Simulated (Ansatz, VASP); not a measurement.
# Ti: VASP beside Ansatz

Contents of INCAR:

```
SYSTEM = Ti
PREC     = Accurate       ! precision mode
ENCUT    = 520            ! plane-wave cutoff, eV
EDIFF    = 1E-6           ! SCF threshold, eV
ISMEAR   = -1             ! smearing method
SIGMA    = 0.05           ! smearing width, eV
LREAL    = .FALSE.        ! projectors in reciprocal space
LASPH    = .TRUE.         ! aspherical terms in the spheres
NELM     = 60             ! most SCF steps
ALGO     = Fast           ! electronic algorithm
ISIF     = 2              ! what is computed and relaxed
LWAVE    = .FALSE.        ! write WAVECAR
LCHARG   = .FALSE.        ! write CHGCAR
GGA      = B5             ! functional
ALDAX    = 1.0          
AGGAX    = 1.0          
AGGAC    = 1.0          
ALDAC    = 0.0          
NBANDS   = 12             ! bands
```

File KPOINTS:

```
Automatic mesh
0
G
  11 11 11
  0 0 0
```

POSCAR

```
Ti
1.0
    0.0000000000      2.0300000000      2.0300000000
    2.0300000000      0.0000000000      2.0300000000
    2.0300000000      2.0300000000      0.0000000000
Ti
1
Direct
    0.0000000000      0.0000000000      0.0000000000
```

File input.yaml:

```yaml
crystal:
  lattice:
    - [0.0, 2.03, 2.03]
    - [2.03, 0.0, 2.03]
    - [2.03, 2.03, 0.0]
  atoms:
    - { symbol: Ti, position: [0.0, 0.0, 0.0] }
hamiltonian:
  xc: blyp
  pseudopotentials: { kind: paw }
kpoints:
  mp_grid: { grid: [11, 11, 11] }
  band_path:
    path:
      - [[0.0, 0.0, 0.0], [0.5, 0.0, 0.5], [0.5, 0.25, 0.75], [0.375, 0.375, 0.75], [0.0, 0.0, 0.0], [0.5, 0.5, 0.5], [0.625, 0.25, 0.625], [0.5, 0.25, 0.75], [0.5, 0.5, 0.5], [0.375, 0.375, 0.75]]
      - [[0.625, 0.25, 0.625], [0.5, 0.0, 0.5]]
    npoints: 14
scf:
  occupations: { method: fermi_dirac, width: 0.05 }
  n_extra_bands: 6
output:
  forces: true
  stress: true
  eigenvalues: true
  fatbands: false
```

This isn't the form of Ti at room conditions, which is hcp.

Alike in both runs: functional BLYP; k mesh 11 × 11 × 11; occupations fermi-dirac, width 0.05 eV; no spin polarisation.

```csv
,VASP,Ansatz
version,VASP 6.6.1,Ansatz 0.2.0
potentials or method,"VASP PAW PBE potentials, release 64 (Ti_sv)",Ansatz PAW
plane-wave cutoff (eV),520,420
valence electrons in the cell,12,12
task,single point,band structure
```

Ansatz gave:

| Quantity | Value |
| --- | --- |
| gap on the k mesh at the Fermi level (eV) | none |
| pressure (GPa) | 6.6 |

Q: Estimate VASP's values.

A: gap on the k mesh at the Fermi level (eV): none; pressure (GPa): 4.7.

A gap of «none» marks a metal or a gap that the smearing closes. With one functional, cell and mesh, what is left measures potentials, basis and numerics.

Caveats: the PAW data sets were made with another functional, which shifts forces and pressure a little (VASP); the PAW data sets come from PBE, with cores solved anew for the run's functional, which leaves a small shift of forces and pressure (Ansatz).
